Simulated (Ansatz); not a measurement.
# Computed properties of HgSe

```yaml
crystal:
  lattice:
    - [0.00000, 3.09633, 3.09633]
    - [3.09633, 0.00000, 3.09633]
    - [3.09633, 3.09633, 0.00000]
  atoms:
    - { symbol: Hg, position: [0.00000, 0.00000, 0.00000] }
    - { symbol: Se, position: [0.25000, 0.25000, 0.25000] }
```

Atom numbers follow the list: Hg1, Se2.

The cell is the one relaxed in the Materials Project (mp-820), not relaxed further here; entries there can be hypothetical.

Spin–orbit coupling is left out, though it moves levels of the heavy atoms by tenths of an eV or more.

All numbers are computed: DFT, PBEsol, all-electron LAPW, scalar-relativistic (Ansatz 0.2.0); DFT, PBEsol, PAW with Ansatz's default frozen-core files, scalar-relativistic (Ansatz 0.2.0).

For LAPW: a Γ-centred 10×10×10 k mesh, Fermi–Dirac smearing of 0.05 eV, basis error target 0.25 meV/atom, no spin polarisation. PAW takes a cutoff of 420 eV at this cell (files made with PBE, cores remade for this functional). The Ansatz runs share mesh, smearing and spin set-up. Values come from LAPW unless marked.

* Pressure at this cell: -1.39 GPa
* Löwdin charges (with 0.20 e of the cell spilling out of the atomic basis, so their sizes and signs hang on that basis): Hg1 1.04, Se2 -0.83 e
* Volume per atom: 29.69 Å³

Give the computed value. Density of states at the Fermi level (0.2 eV bin).

0.00 states/eV per cell.

Predict this quantity. Band gap.

None at this level of theory (metallic, semimetallic, or a small gap that the functional closes).

Bader charges (from the PAW run): what does the calculation give?

Hg1 +0.34, Se2 -0.34 e.
